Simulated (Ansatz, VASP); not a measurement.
## One calculation of MgI2, two programs

Contents of INCAR:

```
SYSTEM = MgI2
PREC = Accurate
ENCUT = 520
EDIFF = 1E-6
ISMEAR = 0
SIGMA = 0.05
LREAL = .FALSE.
LASPH = .TRUE.
NELM = 100
ALGO = Fast
ISIF = 2
LWAVE = .FALSE.
LCHARG = .FALSE.
LDIPOL = .TRUE.
IDIPOL = 3
DIPOL = 0.5 0.5 0.404
GGA = PE
IVDW = 12
NBANDS = 25
```

KPOINTS

```
Automatic mesh
0
G
  9 9 1
  0 0 0
```

The input POSCAR:

```
MgI2
1.0
    4.1311065861      0.0000000000      0.0000000000
   -2.0655532931      3.5776432493      0.0000000000
    0.0000000000      0.0000000000     24.2265089959
I Mg
4 2
Direct
    0.3333333333      0.6666666667      0.1857469436
    0.6666666667      0.3333333333      0.3245723310
    0.6666666667      1.2222222222      0.4826636186
    1.0000000000      0.8888888889      0.6214890060
    0.0000000000      0.0000000000      0.2551596373
    0.3333333333      0.5555555556      0.5520763123
```

Input for Ansatz:

```yaml
crystal:
  lattice:
    - [4.1311065861, 0.0, 0.0]
    - [-2.0655532931, 3.5776432493, 0.0]
    - [0.0, 0.0, 24.2265089959]
  atoms:
    - { symbol: I, position: [0.3333333333, 0.6666666667, 0.1857469436] }
    - { symbol: Mg, position: [0.0, 0.0, 0.2551596373] }
    - { symbol: I, position: [0.6666666667, 0.3333333333, 0.324572331] }
    - { symbol: I, position: [0.6666666667, 1.2222222222, 0.4826636186] }
    - { symbol: Mg, position: [0.3333333333, 0.5555555556, 0.5520763123] }
    - { symbol: I, position: [1.0, 0.8888888889, 0.621489006] }
basis:
  ecutwfc: 420
kpoints:
  mp_grid: { grid: [9, 9, 1] }
hamiltonian:
  xc: pbe
  dispersion: d3bj
scf:
  occupations: { method: gaussian, width: 0.05 }
output:
  forces: true
  eigenvalues: true
efield:
  axis: 3
  dipole_correction: true
  ramp_width: 0.04
```

Alike in both runs: task single point; functional PBE; dispersion D3(BJ); k mesh 9 × 9 × 1; occupations gaussian, width 0.05 eV; no spin polarisation.

|  | VASP | Ansatz |
| --- | --- | --- |
| version | VASP 6.6.1 | Ansatz 0.2.0 |
| potentials or method | VASP PAW PBE potentials, release 64 (I, Mg) | scalar-relativistic, plane waves, PAW |
| plane-wave cutoff (eV) | 520 | 420 |
| valence electrons in the cell | 32 | 88 |

|  | VASP | Ansatz | Ansatz less VASP |
| --- | --- | --- | --- |
| gap on the k mesh at the Fermi level (eV) | 3.53 | 3.55 | +0.017 |
| least direct gap on the mesh (eV) | 3.92 | 3.94 | +0.015 |
| rms of the force components (eV/Å) | 0.047 | 0.044 | -0.0034 |

The functional is the same, so the differences come from potentials, cutoffs and numerics. The two sets of potentials don't hold the same shells in valence.

Caveats: spin-orbit coupling is left out, which moves the levels of the heavy elements.
